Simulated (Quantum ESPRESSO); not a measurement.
# Al (Pm-3m) in Quantum ESPRESSO: notebook, part 2 of 2

Quantum ESPRESSO 7.5.

**3. Phonons, PBE**

pw.in reads:

```
&CONTROL
  calculation = 'scf'
  prefix = 'pwscf'
  outdir = './tmp'
  pseudo_dir = './pseudo'
  tprnfor = .true.
  tstress = .true.
  disk_io = 'low'
/
&SYSTEM
  ibrav = 0
  nat = 1
  ntyp = 1
  ecutwfc = 55
  ecutrho = 440
  nbnd = 6
  occupations = 'smearing'
  smearing = 'mv'
  degauss = 0.01469973
/
&ELECTRONS
  conv_thr = 2d-10
  electron_maxstep = 120
  mixing_beta = 0.5
/
ATOMIC_SPECIES
Al    26.9815 Al.pbe-n-kjpaw_psl.1.0.0.UPF
CELL_PARAMETERS angstrom
   2.7217600000    0.0000000000    0.0000000000
   0.0000000000    2.7217600000    0.0000000000
   0.0000000000    0.0000000000    2.7217600000
ATOMIC_POSITIONS crystal
Al     0.0000000000    0.0000000000    0.0000000000
K_POINTS automatic
10 10 10 0 0 0
```

scf2.in reads:

```
&CONTROL
  calculation = 'scf'
  prefix = 'pwscf'
  outdir = './tmp'
  pseudo_dir = './pseudo'
  tprnfor = .true.
  tstress = .true.
  disk_io = 'low'
/
&SYSTEM
  ibrav = 0
  nat = 1
  ntyp = 1
  ecutwfc = 55
  ecutrho = 440
  nbnd = 6
  occupations = 'smearing'
  smearing = 'mv'
  degauss = 0.01469973
/
&ELECTRONS
  conv_thr = 1d-13
  electron_maxstep = 120
  mixing_beta = 0.5
  startingpot = 'file'
  startingwfc = 'file'
/
ATOMIC_SPECIES
Al    26.9815 Al.pbe-n-kjpaw_psl.1.0.0.UPF
CELL_PARAMETERS angstrom
   2.7217600000    0.0000000000    0.0000000000
   0.0000000000    2.7217600000    0.0000000000
   0.0000000000    0.0000000000    2.7217600000
ATOMIC_POSITIONS crystal
Al     0.0000000000    0.0000000000    0.0000000000
K_POINTS automatic
10 10 10 0 0 0
```

ph.in reads:

```
phonons of Al
&INPUTPH
  prefix = 'pwscf'
  outdir = './tmp'
  tr2_ph = 1d-18
  fildyn = 'dyn'
  niter_ph = 90
  alpha_mix(1) = 0.4
/
0.5000000000 0.5000000000 0.0000000000
```

Potentials or basis: SSSP 1.3 efficiency PBE.

On the command line:

```bash
$ OMP_NUM_THREADS=1 pw.x -in pw.in > pw.out
$ OMP_NUM_THREADS=1 pw.x -in scf2.in > scf2.out
$ OMP_NUM_THREADS=1 ph.x -in ph.in > ph.out
```

pw.out:

```text
This program is part of the open-source Quantum ESPRESSO suite
     for quantum simulation of materials; please cite
         "P. Giannozzi et al., J. Phys.:Condens. Matter 21 395502 (2009);
         "P. Giannozzi et al., J. Phys.:Condens. Matter 29 465901 (2017);
         "P. Giannozzi et al., J. Chem. Phys. 152 154105 (2020);
     in publications or presentations arising from this work. More details at

     file Al.pbe-n-kjpaw_psl.1.0.0.UPF: wavefunction(s)  3S 3P renormalized
     Message from routine setup:
     using ibrav=0 with symmetry is DISCOURAGED, use correct ibrav instead

     G-vector sticks info
     --------------------
     sticks:   dense  smooth     PW     G-vecs:    dense   smooth      PW
     Sum         933     465    145                21247     7497    1365

     Using Slab Decomposition

     bravais-lattice index     =            0
     lattice parameter (alat)  =       5.1434  a.u.
     unit-cell volume          =     136.0649 (a.u.)^3
     number of atoms/cell      =            1
     number of atomic types    =            1
     number of electrons       =         3.00
     number of Kohn-Sham states=            6
     kinetic-energy cutoff     =      55.0000  Ry
     charge density cutoff     =     440.0000  Ry
     scf convergence threshold =      2.0E-10
     mixing beta               =       0.5000
     number of iterations used =            8  plain     mixing
     Exchange-correlation= SLA  PW   PBX  PBC
                           (   1   4   3   4   0   0   0)

     celldm(1)=   5.143381  celldm(2)=   0.000000  celldm(3)=   0.000000
[... 113 lines left out ...]
     Davidson diagonalization with overlap
     ethr =  8.65E-05,  avg # of iterations =  4.2

     total energy              =     -39.47508907 Ry
     estimated scf accuracy    <       0.00251077 Ry
[... 12 lines left out ...]
     total energy              =     -39.47511470 Ry
     estimated scf accuracy    <       0.00000581 Ry

     iteration #  4     ecut=    55.00 Ry     beta= 0.50
     Davidson diagonalization with overlap
     c_bands:  1 eigenvalues not converged
     ethr =  1.94E-07,  avg # of iterations =  3.3

     total energy              =     -39.47511536 Ry
     estimated scf accuracy    <          7.4E-09 Ry

     iteration #  5     ecut=    55.00 Ry     beta= 0.50
     Davidson diagonalization with overlap
     ethr =  2.46E-10,  avg # of iterations =  3.6
[... 11 lines left out ...]
     iteration #  7     ecut=    55.00 Ry     beta= 0.50
     Davidson diagonalization with overlap
     ethr =  4.50E-11,  avg # of iterations =  1.0

     End of self-consistent calculation

          k = 0.0000 0.0000 0.0000 (   925 PWs)   bands (ev):

    -3.9759  13.5666  13.5666  14.7046  14.7046  14.7046

          k = 0.0000 0.0000 0.1000 (   936 PWs)   bands (ev):
[... 211 lines left out ...]
          k = 0.4000-0.5000-0.5000 (   940 PWs)   bands (ev):

     7.6856   7.6856   7.8698  10.4995  12.2911  12.2911

          k =-0.5000-0.5000-0.5000 (   968 PWs)   bands (ev):

     8.4430   8.4430   8.4430  11.1615  11.1615  12.4432

     the Fermi energy is     5.5902 ev

!    total energy              =     -39.47511540 Ry
     total all-electron energy =      -485.617897 Ry
     estimated scf accuracy    <          2.1E-13 Ry
     smearing contrib. (-TS)   =      -0.00003087 Ry
     internal energy E=F+TS    =     -39.47508452 Ry

     The total energy is F=E-TS. E is the sum of the following terms:
     one-electron contribution =       2.65847926 Ry
     hartree contribution      =       0.03223251 Ry
     xc contribution           =      -2.51543698 Ry
     ewald contribution        =      -4.96476489 Ry
     one-center paw contrib.   =     -34.68559442 Ry

     convergence has been achieved in   7 iterations

     Forces acting on atoms (cartesian axes, Ry/au):

     atom    1 type  1   force =     0.00000000    0.00000000    0.00000000

     Total force =     0.000000     Total SCF correction =     0.000000

     Computing stress (Cartesian axis) and pressure

          total   stress  (Ry/bohr**3)                   (kbar)     P=        3.25
   0.00002208   0.00000000   0.00000000            3.25        0.00        0.00
   0.00000000   0.00002208   0.00000000            0.00        3.25        0.00
   0.00000000   0.00000000   0.00002208            0.00        0.00        3.25

=------------------------------------------------------------------------------=
   JOB DONE.
=------------------------------------------------------------------------------=
```

scf2.out:

```text
This program is part of the open-source Quantum ESPRESSO suite
     for quantum simulation of materials; please cite
         "P. Giannozzi et al., J. Phys.:Condens. Matter 21 395502 (2009);
         "P. Giannozzi et al., J. Phys.:Condens. Matter 29 465901 (2017);
         "P. Giannozzi et al., J. Chem. Phys. 152 154105 (2020);
[... 397 lines left out ...]
   0.00000000   0.00002208   0.00000000            0.00        3.25        0.00
   0.00000000   0.00000000   0.00002208            0.00        0.00        3.25

=------------------------------------------------------------------------------=
   JOB DONE.
=------------------------------------------------------------------------------=
```

It took 45 s on 1 thread of Arm Neoverse V2, shared host; peak memory 0.11 GiB.

What came out:

| Quantity | Value |
| --- | --- |
| Free energy | -537.0863 eV |
| Pressure after relaxing | 0.3 GPa |
| Band gap on the k mesh | none (metal or under the smearing width) |
| Highest phonon frequency at the q point run | 296 cm⁻¹ |
| Most unstable mode | 151i cm⁻¹ |

Phonon frequencies in cm⁻¹ (negative: imaginary):
| q point | frequencies |
| --- | --- |
| (0.500, 0.500, 0.000) | -151 296 296 |

Phonon modes at q = (0.500, 0.500, 0.000) in reciprocal lattice units:
```
mode  symmetry  cm⁻¹
   1      A_2u  -151
   2       E_u   296
   3       E_u   296
```

Caveat: the mesh is thin for the phonons of a metal; some modes are imaginary.
